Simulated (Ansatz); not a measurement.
**Li started in the widest void in rocksalt LiCl, 65 atoms, charge 0**

All numbers below come from DFT, PBEsol, PAW, plane waves (Ansatz).

Command:

```sh
ansatz run in.yaml --threads 8 --pin off --max-ram 118750MiB --runs-dir r --events-out ev --progress --plain --backend cuda --devices 0,
```

The input less its lattice and atoms (starting moments on atoms near the defect: 1 μB in all):

```yaml
crystal:
  symmetry: { detect: false }
kpoints:
  mp_grid: { grid: [1, 1, 1], shift: [0.25, 0.25, 0.25] }
hamiltonian:
  xc: pbesol
magnetization:
  spin_polarized: true
scf:
  occupations: { method: fermi_dirac, width: 0.01 }
relax:
  f_tol: 0.03
  max_steps: 80
  escape_saddle: false
  adjacent_minimum: "off"
output:
  forces: true
  eigenvalues: true
  populations: true
```

Start:

```xyz
65
Lattice="10.1327 0.0000 0.0000 0.0000 10.1327 0.0000 0.0000 0.0000 10.1327" Properties=species:S:1:pos:R:3 pbc="T T T"
Cl    2.5376    0.0118    0.0070
Cl    2.5215    0.0036    5.0514
Cl    2.5381    5.0818    0.0234
Cl    2.5532    5.0640    5.0796
Cl    7.5900    0.0091    0.0179
Cl    7.5893    0.0341    5.0836
Cl    7.5677    5.0498    0.0216
Cl    7.6013    5.0425    5.0675
Cl   10.1116    2.5242    0.0082
Cl   10.1039    2.5366    5.0958
Cl    0.0198    7.6041   10.1155
Cl    0.0341    7.5956    5.0510
Cl    5.0734    2.5425   10.1157
Cl    5.0694    2.4926    5.0621
Cl    5.0424    7.6273   10.1269
Cl    5.0664    7.6296    5.0291
Cl    0.0136   10.1152    2.5760
Cl   10.1145   10.1235    7.5813
Cl   10.1298    5.0708    2.5173
Cl    0.0129    5.0890    7.6037
Cl    5.0797   10.1105    2.5415
Cl    5.0271    0.0379    7.5757
Cl    5.0388    5.0530    2.5741
Cl    5.0760    5.0462    7.5873
Cl    2.5119    2.5443    2.5618
Cl    2.5328    2.5243    7.6147
Cl    2.5105    7.5606    2.5560
Cl    2.5356    7.6045    7.5853
Cl    7.6183    2.5296    2.5563
Cl    7.6139    2.4967    7.6398
Cl    7.5764    7.5836    2.5630
Cl    7.6215    7.6224    7.6475
Li    0.0293   10.1052   10.0918
Li   10.1324    0.0088    5.0514
Li    0.0011    5.0689    0.0071
Li   10.1142    5.0693    5.0703
Li    5.0809   10.0832    0.0079
Li    5.0814    0.0176    5.0959
Li    5.0447    5.0511   10.1206
Li    5.0550    5.0536    5.0716
Li    2.5347    2.5501    0.0127
Li    2.5256    2.5386    5.0918
Li    2.5217    7.5973    0.0102
Li    2.5013    7.6036    5.0698
Li    7.6038    2.5004   10.1211
Li    7.6175    2.5734    5.0388
Li    7.5908    7.6215    0.0017
Li    7.5912    7.6274    5.0673
Li    2.5510   10.0991    2.5137
Li    2.5549    0.0034    7.5824
Li    2.5298    5.1161    2.5717
Li    2.5134    5.0651    7.6067
Li    7.5997   10.1041    2.5574
Li    7.6098   10.1227    7.5919
Li    7.5860    5.0500    2.5173
Li    7.6226    5.0773    7.6233
Li   10.1041    2.5281    2.5338
Li   10.1003    2.5565    7.5966
Li    0.0124    7.6161    2.5272
Li   10.0951    7.5955    7.5934
Li    5.0765    2.5822    2.5317
Li    5.0383    2.5114    7.5786
Li    5.0562    7.5461    2.5357
Li    5.0801    7.5780    7.6134
Li    3.7731    3.7735    3.8201
```

Steps:

```
 step  energy less the first (eV)  largest force component (eV/Å)
start                       0.000                           0.805
    1                      -0.706                           0.399
    2                      -1.067                           0.187
    3                      -1.257                           0.231
    4                      -1.364                           0.314
    5                      -1.407                           0.154
    6                      -1.476                           0.081
    7                      -1.509                           0.042
    8                      -1.511                           0.043
    9                      -1.517                           0.005
```

A structure on the way, about -1.07 eV from the start:

```
Cl Li
1.0
    10.13271    0.00000    0.00000
     0.00000   10.13271    0.00000
     0.00000    0.00000   10.13271
Cl Li
32 33
Direct
  0.24965 0.00091 0.00211
  0.24790 0.99797 0.50114
  0.24903 0.50009 0.99844
  0.24323 0.50179 0.50165
  0.75020 0.99963 0.00007
  0.75038 0.99888 0.49966
  0.75009 0.49946 0.99985
  0.75257 0.49997 0.50123
  0.00107 0.25018 0.00146
  0.99784 0.24907 0.50134
  0.99945 0.75056 0.00062
  0.99793 0.75030 0.50028
  0.50032 0.24881 0.99883
  0.50133 0.23982 0.50192
  0.49876 0.75070 0.99962
  0.49996 0.75309 0.50090
  0.00033 0.00106 0.25101
  0.99972 0.99928 0.75106
  0.99809 0.50043 0.24916
  0.99866 0.49943 0.75153
  0.50004 0.99836 0.24871
  0.49911 0.99898 0.75103
  0.50008 0.50135 0.24515
  0.50033 0.50043 0.75336
  0.25144 0.25138 0.25240
  0.24771 0.24834 0.75459
  0.24796 0.75438 0.24873
  0.24879 0.74891 0.74941
  0.75422 0.24852 0.24846
  0.74887 0.24909 0.74953
  0.74879 0.74885 0.24901
  0.74905 0.75001 0.74975
  0.00041 0.99983 0.99984
  0.99679 0.99695 0.50034
  0.99671 0.50022 0.99768
  0.99442 0.50154 0.50220
  0.50090 0.99566 0.99750
  0.50132 0.99422 0.50234
  0.50114 0.50001 0.99552
  0.52072 0.52216 0.52142
  0.24937 0.24843 0.99703
  0.23403 0.23434 0.52013
  0.24897 0.75323 0.99744
  0.24479 0.75333 0.49994
  0.75357 0.24938 0.99597
  0.75281 0.24756 0.49834
  0.74913 0.74956 0.99723
  0.75266 0.75457 0.49958
  0.24896 0.99689 0.24961
  0.25050 0.99666 0.75399
  0.23489 0.52033 0.23479
  0.24640 0.49953 0.75313
  0.75308 0.99676 0.24926
  0.75057 0.99813 0.74972
  0.75248 0.49932 0.24731
  0.75311 0.50079 0.75406
  0.99658 0.24962 0.24901
  0.99573 0.24941 0.75349
  0.99693 0.75362 0.25041
  0.99669 0.74971 0.75076
  0.51974 0.23460 0.23506
  0.49850 0.24629 0.75304
  0.49973 0.75295 0.24779
  0.49945 0.75287 0.75527
  0.37955 0.37754 0.38161
```

End:

```xyz
65
Lattice="10.1327 0.0000 0.0000 0.0000 10.1327 0.0000 0.0000 0.0000 10.1327" Properties=species:S:1:pos:R:3 pbc="T T T"
Cl    2.4994   10.1116   10.1157
Cl    2.4712   10.0717    5.0491
Cl    2.4722    5.0431   10.0791
Cl    2.2973    4.9914    4.9934
Cl    7.5875   10.1139   10.1186
Cl    7.6136    0.0179    5.0536
Cl    7.6147    5.0477    0.0258
Cl    7.7988    5.1035    5.1046
Cl   10.1089    2.5015   10.1166
Cl   10.0701    2.4751    5.0489
Cl   10.1108    7.5898   10.1188
Cl    0.0175    7.6169    5.0540
Cl    5.0416    2.4748   10.0773
Cl    4.9850    2.2894    4.9936
Cl    5.0461    7.6167    0.0250
Cl    5.0964    7.7904    5.1053
Cl   10.1078   10.1112    2.5073
Cl   10.1107   10.1139    7.5953
Cl   10.0720    5.0434    2.4799
Cl    0.0179    5.0478    7.6227
Cl    5.0413   10.0718    2.4787
Cl    5.0460    0.0174    7.6215
Cl    4.9849    4.9918    2.3034
Cl    5.0967    5.1037    7.8051
Cl    2.5154    2.5161    2.5233
Cl    2.5165    2.5186    7.5635
Cl    2.5157    7.5600    2.5233
Cl    2.5286    7.5737    7.5793
Cl    7.5556    2.5187    2.5248
Cl    7.5697    2.5323    7.5775
Cl    7.5714    7.5735    2.5367
Cl    7.5711    7.5722    7.5785
Li   10.1092   10.1113   10.1172
Li   10.1088   10.1118    5.0518
Li   10.1100    5.0465   10.1177
Li   10.1134    5.0437    5.0491
Li    5.0437   10.1112   10.1162
Li    5.0419   10.1068    5.0499
Li    5.0415    5.0448   10.1200
Li    5.7506    5.7442    5.7570
Li    2.5062    2.5086   10.1020
Li    2.3693    2.3717    5.0757
Li    2.5096    7.5792   10.1191
Li    2.5656    7.5221    5.0517
Li    7.5766    2.5117   10.1185
Li    7.5136    2.5740    5.0516
Li    7.5814    7.5840    0.0003
Li    7.7179    7.7189    5.0225
Li    2.5064   10.0962    2.5140
Li    2.5098   10.1128    7.5843
Li    2.3707    5.0708    2.3780
Li    2.5688    5.0462    7.5265
Li    7.5766   10.1131    2.5177
Li    7.5811   10.1277    7.5890
Li    7.5183    5.0463    2.5770
Li    7.7191    5.0163    7.7275
Li   10.0942    2.5085    2.5141
Li   10.1112    2.5118    7.5844
Li   10.1111    7.5792    2.5174
Li   10.1253    7.5840    7.5889
Li    5.0691    2.3714    2.3760
Li    5.0436    2.5733    7.5220
Li    5.0444    7.5216    2.5738
Li    5.0149    7.7184    7.7251
Li    4.3491    4.3432    4.3555
```

The calculation finished and met its thresholds.

Time: 14 s of wall time on one NVIDIA GB300 with 8 processor threads, on a host shared with other runs; peak host memory 1.9 GiB.

Question: How much energy did the relaxation gain, and which atom moved most?

Answer: 1.52 eV in 9 steps, from a start with small random displacements (neighbours that lie too close to an added atom are first pushed off); atom 40 (Li) moved 1.20 Å, the median atom 0.06 Å (drift of the whole cell removed).

The moment started at 1 μB and ended at 1.0 μB; no other spin state is shown. The one k point has no symmetry partners, which can distort the end along one axis.
